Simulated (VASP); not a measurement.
# BN (R3m) in VASP: notebook

One crystal, BN, is run at these levels: PBE, r2SCANh; tasks: G0W0 quasiparticle levels, band structure.

Everything below comes from runs of VASP 6.6.1. Logs are shortened: lines on timing, memory, paths and dates and some standing lists are left out, and cuts for length are marked.

## 1. The structure

Symmetry: R3m, No. 160, trigonal system. The conventional cell has a = 2.502 Å, b = 2.502 Å, c = 10.119 Å, α = 90.00°, β = 90.00°, γ = 120.00°. N (site symmetry 3m) has 3 B at 1.44 Å as nearest neighbours. B (site symmetry 3m) has 3 N at 1.44 Å as nearest neighbours.

The cell is a database's computed one.

## 2. G0W0 quasiparticle levels, PBE

Input file POSCAR:

```
BN
1.0
    1.2511217832      0.7223354983      3.3729344033
   -1.2511217832      0.7223354983      3.3729344033
    0.0000000000     -1.4446709966      3.3729344033
N B
1 1
Direct
    0.6672382000      0.6672382000      0.6672382000
    0.0003288000      0.0003288000      0.0003288000
```

Input file INCAR.step1:

```
PREC     = Accurate       # precision mode
ENCUT    = 450            # plane-wave cutoff, eV
EDIFF    = 1E-8           # SCF threshold, eV
ISMEAR   = 0              # smearing method
SIGMA    = 0.01           # smearing width, eV
LREAL    = False          # projectors in reciprocal space
LASPH    = True           # aspherical terms in the spheres
NELM     = 60             # most SCF steps
ALGO     = Normal         # electronic algorithm
LWAVE    = True           # write WAVECAR
LCHARG   = False          # write CHGCAR
GGA      = PE             # functional
```

Input file INCAR.step2:

```
PREC     = Accurate       # precision mode
ENCUT    = 450            # plane-wave cutoff, eV
EDIFF    = 1E-8           # SCF threshold, eV
ISMEAR   = 0              # smearing method
SIGMA    = 0.01           # smearing width, eV
LREAL    = False          # projectors in reciprocal space
LASPH    = True           # aspherical terms in the spheres
NELM     = 1              # most SCF steps
ALGO     = Exact          # electronic algorithm
LWAVE    = True           # write WAVECAR
LCHARG   = False          # write CHGCAR
GGA      = PE             # functional
NBANDS   = 45             # bands
LOPTICS  = True           # frequency-dependent dielectric function
ISTART   = 1
```

Input file INCAR.step3:

```
PREC     = Accurate       # precision mode
ENCUT    = 450            # plane-wave cutoff, eV
EDIFF    = 1E-8           # SCF threshold, eV
ISMEAR   = 0              # smearing method
SIGMA    = 0.01           # smearing width, eV
LREAL    = False          # projectors in reciprocal space
LASPH    = True           # aspherical terms in the spheres
ALGO     = EVGW0          # electronic algorithm
LWAVE    = False          # write WAVECAR
LCHARG   = False          # write CHGCAR
GGA      = PE             # functional
NELMGW   = 1            
NBANDS   = 45             # bands
ENCUTGW  = 100            # cutoff of the response function
NOMEGA   = 48             # frequency points
PRECFOCK = Fast         
ISTART   = 1            
NBANDSGW = 12
```

Input file KPOINTS:

```
regular mesh
0
Gamma
  6 6 6
```

Potentials or basis: VASP PAW PBE potentials, release 64 (N_GW, B_GW).

Command:

```
> cat potpaw_PBE.64/N_GW/POTCAR potpaw_PBE.64/B_GW/POTCAR > POTCAR
> cp INCAR.step1 INCAR
> mpirun -np 1 vasp_std > vasp.out
> cp INCAR.step2 INCAR
> mpirun -np 1 vasp_std > vasp.out
> cp INCAR.step3 INCAR
> mpirun -np 1 vasp_std > vasp.out
```

OUTCAR:

```text
PREC = Accurate
   ENCUT = 450
   EDIFF = 1E-8
   ISMEAR = 0
   LREAL = False
   LASPH = True
   GGA = PE
   NELMGW = 1
   ENCUTGW = 100
   PRECFOCK = Fast
   ISTART = 1

 ion  position               nearest neighbor table
   1  0.667  0.667  0.667-   2 1.44   2 1.44   2 1.44
   2  0.000  0.000  0.000-   1 1.44   1 1.44   1 1.44

  LATTYP: Found a trigonal (rhomboedric) cell.
 ALAT       =     3.6692997666
 COS(alpha) =     0.7674786797

  Lattice vectors:

 A1 = (   1.2511217832,   0.7223354983,   3.3729344033)
 A2 = (  -1.2511217832,   0.7223354983,   3.3729344033)
 A3 = (   0.0000000000,  -1.4446709966,   3.3729344033)

Analysis of symmetry for initial positions (statically):
=====================================================================
 Subroutine PRICEL returns:
 Original cell was already a primitive cell.

 Routine SETGRP: Setting up the symmetry group for a
 trigonal (rhombohedral) supercell.

 Subroutine GETGRP returns: Found  6 space group operations
 (whereof  6 operations were pure point group operations)
 out of a pool of 12 trial point group operations.

The static configuration has the point symmetry C_3v.

Analysis of symmetry for dynamics (positions and initial velocities):
=====================================================================
 Subroutine PRICEL returns:
 Original cell was already a primitive cell.

 Routine SETGRP: Setting up the symmetry group for a
 trigonal (rhombohedral) supercell.

 Subroutine GETGRP returns: Found  6 space group operations
 (whereof  6 operations were pure point group operations)
 out of a pool of 12 trial point group operations.

The dynamic configuration has the point symmetry C_3v.

 Subroutine INISYM returns: Found  6 space group operations
 (whereof  6 operations are pure point group operations),
 and found     1 'primitive' translations

----------------------------------------------------------------------------------------

                                     Primitive cell

  volume of cell :      18.2893

  direct lattice vectors                    reciprocal lattice vectors
     1.251121783  0.722335498  3.372934403     0.399641351  0.230733042  0.098825916
    -1.251121783  0.722335498  3.372934403    -0.399641351  0.230733042  0.098825916
     0.000000000 -1.444670997  3.372934403     0.000000000 -0.461466083  0.098825916

  length of vectors
     3.669299767  3.669299767  3.669299767     0.471929558  0.471929558  0.471929558

  position of ions in fractional coordinates (direct lattice)
     0.667238200  0.667238200  0.667238200
     0.000328800  0.000328800  0.000328800

  ion indices of the primitive-cell ions
   primitive index   ion index
                 1           1
                 2           2

----------------------------------------------------------------------------------------

 KPOINTS: regular mesh

Automatic generation of k-mesh.
 Grid dimensions read from file:
 generate k-points for:    6    6    6

 Generating k-lattice:

  Cartesian coordinates                     Fractional coordinates (reciprocal lattice)
     0.066606892  0.038455507  0.016470986     0.166666667  0.000000000  0.000000000
    -0.066606892  0.038455507  0.016470986     0.000000000  0.166666667  0.000000000
     0.000000000 -0.076911014  0.016470986     0.000000000  0.000000000  0.166666667

  Length of vectors
     0.078654926  0.078654926  0.078654926

  Shift w.r.t. Gamma in fractional coordinates (k-lattice)
     0.000000000  0.000000000  0.000000000

 Subroutine IBZKPT returns following result:
 ===========================================

 Found     32 irreducible k-points:

 Following reciprocal coordinates:
            Coordinates               Weight
  0.000000  0.000000  0.000000      1.000000
  0.166667 -0.000000  0.000000      6.000000
  0.333333 -0.000000  0.000000      6.000000
  0.500000 -0.000000 -0.000000      3.000000
  0.166667  0.166667  0.000000      6.000000
  0.333333  0.166667  0.000000     12.000000
[... 16 lines left out ...]
  0.500000  0.500000  0.166667      6.000000
 -0.333333  0.500000  0.166667     12.000000
 [... further k-points ...]
   k-points           NKPTS =     32   k-points in BZ     NKDIM =    216   number of bands    NBANDS=     45
   number of dos      NEDOS =    301   number of ions     NIONS =      2
   total plane-waves  NPLWV =  21952
   dimension x,y,z NGX =    28 NGY =   28 NGZ =   28
   dimension x,y,z NGXF=    56 NGYF=   56 NGZF=   56
   ions per type =               1   1
   NGX,Y,Z   is equivalent  to a cutoff of  12.69, 12.69, 12.69 a.u.
   NGXF,Y,Z  is equivalent  to a cutoff of  25.37, 25.37, 25.37 a.u.
 SYSTEM =  unknown system
   PREC   = accura    normal or accurate (medium, high low for compatibility)
   ISTART =      1    job   : 0-new  1-cont  2-samecut
   ICHARG =      0    charge: 1-file 2-atom 10-const
   ISPIN  =      1    spin polarized calculation?
   LNONCOLLINEAR =      F non collinear calculations
   LSORBIT =      F    spin-orbit coupling
   LASPH  =      T    aspherical Exc in radial PAW
   ENCUT  =  450.0 eV  33.07 Ry    5.75 a.u.   6.35  6.35  6.35*2*pi/ulx,y,z
   NELM   =     60;   NELMIN=  2; NELMDL=  0     # of ELM steps
   EDIFF  = 0.1E-07   stopping-criterion for ELM
   LREAL  =      F    real-space projection
   EDIFFG = 0.1E-06   stopping-criterion for IOM
   NSW    =      0    number of steps for IOM
   IBRION =     -1    ionic relax: 0-MD 1-quasi-New 2-CG
   NFREE  =      0    steps in history (QN), initial steepest desc. (CG)
   ISIF   =      0    stress and relaxation
   ISYM   =      3    0-nonsym 1-usesym 2-fastsym
   POTIM  = 0.5000    time-step for ionic-motion
   TEBEG  =    0.0;   TEEND  =   0.0 temperature during run
   PSTRESS=    0.0 pullay stress
   NELECT =       8.0000    total number of electrons
   NUPDOWN=      -1.0000    fix difference up-down
   EMIN   =  10.00;   EMAX   =-10.00  energy-range for DOS
   EFERMI =   0.00;   METHOD = LEGACY
   ISMEAR =     0;   SIGMA  =   0.01  broadening in eV -4-tet -1-fermi 0-gaus
   EFERMI_NEDOS =   21; number of points for ismear=-14 and -15
   IALGO  =     38    algorithm
   IMIX   =      4    mixing-type and parameters
     AMIX     =   0.40;   BMIX     =  1.00
     AMIX_MAG =   1.60;   BMIX_MAG =  1.00
  volume/ion in A,a.u.               =       9.14        61.71
  Fermi-wavevector in a.u.,A,eV,Ry     =   1.242717  2.348395 21.012099  1.544346
  Thomas-Fermi vector in A             =   2.377059
   LORBIT       =      0    0 simple, 1 ext, 2 COOP (PROOUT), +10 PAW based schemes
   GGA     = PE    functional components
   LHFCALC =     T    Hartree Fock is set to
   PRECFOCK=fast      Normal, Fast or Accurate (Low or Medium for compatibility)
   ENCUT4O =  -1.0   cutoff for four orbital integrals eV
   NKREDX  =     1    reduce k-point grid by
   NKREDY  =     1    reduce k-point grid by
   NKREDZ  =     1    reduce k-point grid by
   AEXX    =    1.0000 exact exchange contribution
   HFSCREEN=    0.0000 screening length (either q_TF or 0.3 A-1)
   HFSCREENC=   0.0000 screening length for correlation (either q_TF or 0.3 A-1)
   ENCUTFOCK=  -1.0 apply spherical cutoff to Coloumb kernel
   IVDW    =     0    specifies the selected vdW correction
   LEPSILON=     F    determine dielectric tensor
   LRPA    =     F    only Hartree local field effects (RPA)
   LRPAFORCE           =     F    calculate RPA forces
   ENCUTGW             = 100.0    cutoff for response function in eV
   ENCUTGWSOFT         =  80.0    soft cutoff for Coulomb kernel in GW response function in eV
   ENCUTLF             =  -1.0    cutoff for local field effects
   NELMGW              =     1    number of iterations in solving QP/BSE equation
   NELMHF              =     1    number of iterations in the inner HF iteration
   NKREDLFX            =     1    NKREDLFY  =   1   NKREDLFZ  =   1
 non-spin polarized calculation
 Gauss-broadening in eV      SIGMA  =   0.01
  energy-cutoff  :      450.00
  volume of cell :       18.29
 maximum number of plane-waves:       417
 NGX is ok and might be reduce to    28
  NGX = 14; NGY = 14; NGZ = 14
   NGX = 13   NGY = 13   NGZ = 13
 maximum number of plane-waves:        48
 NGX is ok and might be reduce to    14

 QP shifts <psi_nk| G(iteration)W_0 |psi_nk>: iteration 1
 for sc-GW calculations column KS-energies equals QP-energies in previous step
 and V_xc(KS)=  KS-energies - (<T + V_ion + V_H > + <T+V_H+V_ion>^1  + <V_x>^1)

 k-point   1 :       0.0000    0.0000    0.0000
  band No.  KS-energies  QP-energies   sigma(KS)   V_xc(KS)     V^pw_x(r,r')   Z            occupation Imag(sigma)

      1     -15.6103     -17.3274     -18.3287     -15.9631     -26.6380       0.7258       2.0000       1.3026
      2      -2.0052      -3.0714     -15.7639     -14.3381     -19.4584       0.7478       2.0000       0.2080
      3       0.8838       0.0976     -19.1771     -18.1934     -22.6331       0.7992       2.0000       0.1041
      4       0.8838       0.0976     -19.1771     -18.1934     -22.6331       0.7992       2.0000       0.1041
      5       7.3433       7.6488      -8.0603      -8.4239      -4.2797       0.8402       0.0000      -0.0949
      6      13.8621      15.8015     -11.9172     -14.3148      -7.2451       0.8089       0.0000      -0.1235
      7      13.8621      15.8015     -11.9172     -14.3148      -7.2451       0.8089       0.0000      -0.1235
      8      15.3299      16.9811     -12.8033     -15.0070      -6.1736       0.7493       0.0000      -0.6809
      9      16.9124      18.3291     -12.1008     -13.9235      -6.5535       0.7772       0.0000      -0.2411
     10      28.0965      29.0248      -8.9997     -10.1703      -2.6412       0.7929       0.0000      -0.9702
     11      30.1245      31.0241      -8.2927      -9.4114      -1.9316       0.8041       0.0000      -0.9911
     12      31.1852      32.4024      -8.8048     -10.2890      -3.3083       0.8200       0.0000      -0.9460

 k-point   2 :       0.1667   -0.0000    0.0000
  band No.  KS-energies  QP-energies   sigma(KS)   V_xc(KS)     V^pw_x(r,r')   Z            occupation Imag(sigma)
[... 353 lines left out ...]
      1     -12.4247     -14.0751     -19.3998     -17.2823     -26.9772       0.7794       2.0000       1.0287
      2      -5.8396      -7.1624     -17.5570     -15.7666     -22.5017       0.7388       2.0000       0.3022
      3      -3.1383      -4.2939     -18.0645     -16.5503     -22.3008       0.7631       2.0000       0.1766
      4       0.6316      -0.3080     -15.6338     -14.4315     -18.3299       0.7815       2.0000       0.1162
      5       7.5668       8.5971     -10.8569     -12.1389      -6.8487       0.8037       0.0000      -0.1087
      6      14.2244      15.6202     -11.5526     -13.3170      -6.5648       0.7910       0.0000      -0.1847
      7      16.0898      16.8960      -8.6998      -9.6818      -3.7762       0.8210       0.0000      -0.3062
      8      18.3934      19.6975     -10.6925     -12.3484      -5.0510       0.7876       0.0000      -0.4287
      9      21.6363      22.9749      -9.8613     -11.4980      -4.0555       0.8179       0.0000      -0.5976
     10      23.1295      24.7141     -10.7578     -12.7137      -4.6943       0.8102       0.0000      -0.6847
     11      24.9634      26.1119      -8.8711     -10.2452      -3.4703       0.8357       0.0000      -0.6443
     12      26.9916      28.1873      -8.6243     -10.0688      -3.0297       0.8278       0.0000      -0.7454

 [... further k-points ...]
```

Run time: 72 s. Hardware: 1 thread of Intel Xeon 6975P-C (Granite Rapids), shared host; peak memory 0.26 GiB.

What came out:

```yaml
Band_gap_on_the_k_mesh_mean-field_level: 4.29 eV, indirect (least direct gap 4.71 eV)
Quasiparticle_gap: 5.77 eV
Least_direct_quasiparticle_gap: 6.33 eV
```

Caveat: the k mesh is coarse (spacing up to 0.49 Å⁻¹), so the values aren't converged; bands, screening cutoff and mesh are small and nothing is extrapolated, so the quasiparticle values aren't converged.

(Continued in part 2 of 2.)
